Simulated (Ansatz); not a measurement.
Write the native input for Ansatz 0.2.0 that does the following.

```yaml
Task: projected density of states
Functional: PBE
Potentials_or_basis: Ansatz PAW
Cutoff: "420 eV (not typed: the program's choice for these potentials)"
k_mesh: 6 × 6 × 6
Occupations: fermi-dirac, width 0.05 eV
Spin: no spin polarisation
```

The system is Cu2O (Cuprite).

```xyz
6
Lattice="4.2600 0.0000 0.0000 0.0000 4.2600 0.0000 0.0000 0.0000 4.2600" Properties=species:S:1:pos:R:3 pbc="T T T"
Cu    3.1950    1.0650    3.1950
Cu    3.1950    3.1950    1.0650
Cu    1.0650    3.1950    3.1950
Cu    1.0650    1.0650    1.0650
O     2.1300    2.1300    2.1300
O     0.0000    0.0000    0.0000
```

One way to write it, as run:

input.yaml

```yaml
crystal:
  lattice:
    - [4.26, 0.0, 0.0]
    - [0.0, 4.26, 0.0]
    - [0.0, 0.0, 4.26]
  atoms:
    - { symbol: Cu, position: [0.75, 0.25, 0.75] }
    - { symbol: Cu, position: [0.75, 0.75, 0.25] }
    - { symbol: Cu, position: [0.25, 0.75, 0.75] }
    - { symbol: Cu, position: [0.25, 0.25, 0.25] }
    - { symbol: O, position: [0.5, 0.5, 0.5] }
    - { symbol: O, position: [0.0, 0.0, 0.0] }
hamiltonian:
  xc: pbe
  pseudopotentials: { kind: paw }
kpoints:
  mp_grid: { grid: [6, 6, 6] }
scf:
  occupations: { method: fermi_dirac, width: 0.05 }
  n_extra_bands: 15
output:
  forces: true
  stress: true
  eigenvalues: true
  dos: { projected: true, de: 0.05, nscf_kmesh: { grid: [9, 9, 9] } }
```

Potentials or basis: Ansatz PAW.

The run is started by

```console
$ ansatz run input.yaml --threads 2 --pin off --max-ram 5632MiB --backend cpu --events-out ev --progress --plain --runs-dir out
```

It gave:

```yaml
Pressure: 3.2 GPa
Band_gap_on_the_k_mesh: 0.53 eV, direct
```

Caveat: the pressure holds a Pulay correction of +0.4 GPa for the finite cutoff; the density of states is complete only up to the lowest level of the last band computed.

Wall time 9.6 s on 2 threads of Intel(R) Xeon(R) Platinum 8488C (Sapphire Rapids) (shared host), peak memory 0.46 GiB.
